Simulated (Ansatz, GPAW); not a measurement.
Given: the input of a run of Ansatz 0.2.0 on HfB2. 

The input input.yaml:

```yaml
crystal:
  lattice:
    - [3.14, 0.0, 0.0]
    - [-1.57, 2.7193197679, 0.0]
    - [0.0, 0.0, 3.48]
  atoms:
    - { symbol: Hf, position: [0.0, 0.0, 0.0] }
    - { symbol: B, position: [0.6666666667, 0.3333333333, 0.5] }
    - { symbol: B, position: [0.3333333333, 0.6666666667, 0.5] }
hamiltonian:
  xc: lda
  pseudopotentials: { kind: paw }
  hubbard: { sites: [{ species: Hf, l: d, u_eff: 2.0 }] }
kpoints:
  mp_grid: { grid: [10, 10, 8] }
scf:
  occupations: { method: fermi_dirac, width: 0.05 }
output:
  forces: true
  stress: true
  eigenvalues: true
  write_density: true
  write_potential: true
  elf: true
  volumetric_format: npy
```

Potentials or basis: Ansatz PAW.

Launch:

```bash
$ ansatz run input.yaml --threads 2 --pin off --max-ram 5632MiB --backend cpu --events-out ev --progress --plain --runs-dir out
```

Problem. What does the same run look like in GPAW 26.7.0 (ASE script)? Potentials or basis there: the program's PAW data sets (release 1.2.1) made for this functional, cutoff 800 eV.

Solution. As run (cutoffs and basis follow the program's own potentials, and thresholds, step limits or extra output files can differ):

run.py

```python
from ase import Atoms
from ase.dft.bandgap import bandgap
from ase.io import write
from ase.units import GPa
from gpaw import GPAW, PW

atoms = Atoms(['Hf', 'B', 'B'],
              cell=[[3.14, 0.0, 0.0],
                    [-1.57, 2.7193197679, 0.0],
                    [0.0, 0.0, 3.48]],
              scaled_positions=[[0.0, 0.0, 0.0],
                                [0.6666666667, 0.3333333333, 0.5],
                                [0.3333333333, 0.6666666667, 0.5]],
              pbc=True)

calc = GPAW(mode=PW(800),
            xc='LDA',
            kpts={'size': (10, 10, 8), 'gamma': True},
            occupations={'name': 'fermi-dirac', 'width': 0.05},
            setups={'Hf': ':d,2.0'},
            nbands=20,
            convergence={'density': 1e-05, 'energy': 1e-05},
            maxiter=150,
            txt='gpaw.txt')
atoms.calc = calc
energy = atoms.get_potential_energy()
forces = atoms.get_forces()
stress = atoms.get_stress()
calc.write('gs.gpw')
write('result.traj', atoms)
print(f'Energy: {energy:.6f} eV')
print('Forces (eV/A):')
print(forces.round(4))
print('Stress (GPa):', (stress / GPa).round(3))
print('Fermi level:', round(calc.get_fermi_level(), 4), 'eV')
print(f'Gap: {bandgap(calc)[0]:.4f} eV, direct: {bandgap(calc, direct=True)[0]:.4f} eV')
```

Potentials or basis: the program's PAW data sets (release 1.2.1) made for this functional, pw.

The run is started by

```sh
$ OMP_NUM_THREADS=1 python run.py
```

Both were run:

|  | Ansatz | GPAW |
| --- | --- | --- |
| Pressure | -8.3 GPa | -4.3 GPa |

Ansatz's pressure holds a Pulay term of +0.19 GPa for its cutoff of 420 eV, which the other run lacks.

The potentials hold 32 and 18 valence electrons a cell.

Ansatz's potentials were made for PBE.

Where Ansatz's input types no cutoff or centring, it takes its own default and a Γ-centred mesh.

The two programs' LDA may be different fits to the electron gas.

The two runs disagree by more than potentials and bases usually give (in gap, levels, pressure or energy); the cause wasn't traced.

How U acts hangs on each program's projectors.

Pressure is positive in compression.
